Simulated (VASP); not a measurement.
Input of a VASP 6.6.1 run:

Contents of INCAR:

```
SYSTEM = Si
PREC = Accurate
ENCUT = 520
EDIFF = 1E-6
ISMEAR = 0
SIGMA = 0.15
LREAL = .False.
LASPH = .True.
NELM = 100
ALGO = Normal
ISIF = 2
LWAVE = .False.
LCHARG = .False.
GGA = PE
IVDW = 12
NBANDS = 8
```

KPOINTS

```
Automatic mesh
0
Gamma
  22 22 22
  0 0 0
```

The input POSCAR:

```
Si
1.0
    0.0000000000      1.9108305409      1.7675182503
    1.9108305409      0.0000000000      1.7675182503
    1.9108305409      1.9108305409      0.0000000000
Si
1
Direct
    0.0000000000      0.0000000000      0.0000000000
```

Potentials or basis: VASP PAW PBE potentials, release 64 (Si).

Launch:

```bash
$ cat potpaw_PBE.64/Si/POTCAR > POTCAR
$ mpirun -np 1 vasp_std > vasp.out
```

(1) What does it give for the dispersion energy per atom?

(2) Predict the pressure.

Results:

(1) -0.482 eV.

(2) 6.2 GPa.

Caveat: pairwise dispersion overbinds metals, which lowers pressure and volume.
